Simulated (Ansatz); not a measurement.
# Si in Ansatz: the effect of functional

Crystal: Si.

```
Si
1.0
     0.00000    2.77523    2.77523
     2.77523    0.00000    2.77523
     2.77523    2.77523    0.00000
Si
2
Cartesian
  2.7752 2.7752 2.7752
  4.1629 4.1629 4.1629
```

The cell isn't the ideal one: volume scaled by 1.06.

Alike in all runs:

```yaml
Program: Ansatz 0.2.0
Task: single point
Potentials_or_basis: Ansatz PAW
k_mesh: 8 × 8 × 8
Occupations: fermi-dirac, width 0.05 eV
Spin: no spin polarisation
```

**Question.** One run gave: gap on the mesh 0.72 eV; pressure -3.5 GPa. Which functional did it use?
A. r2SCAN
B. LDA
C. PBE

**Answer.** C.

| functional | cutoff | gap on the mesh (eV) | pressure (GPa) |
| --- | --- | --- | --- |
| PBE | 420 eV (not typed: the program's choice for these potentials) | 0.72 | -3.5 |
| LDA | 420 eV (not typed: the program's choice for these potentials) | 0.61 | -6.6 |
| r2SCAN | 500 eV (not typed: the program's choice for these potentials) | 0.90 | -5.0 |

Caveats: the PAW data sets come from PBE, with cores solved anew for the run's functional, which leaves a small shift of forces and pressure (some runs).

A k mesh can miss the band edges.
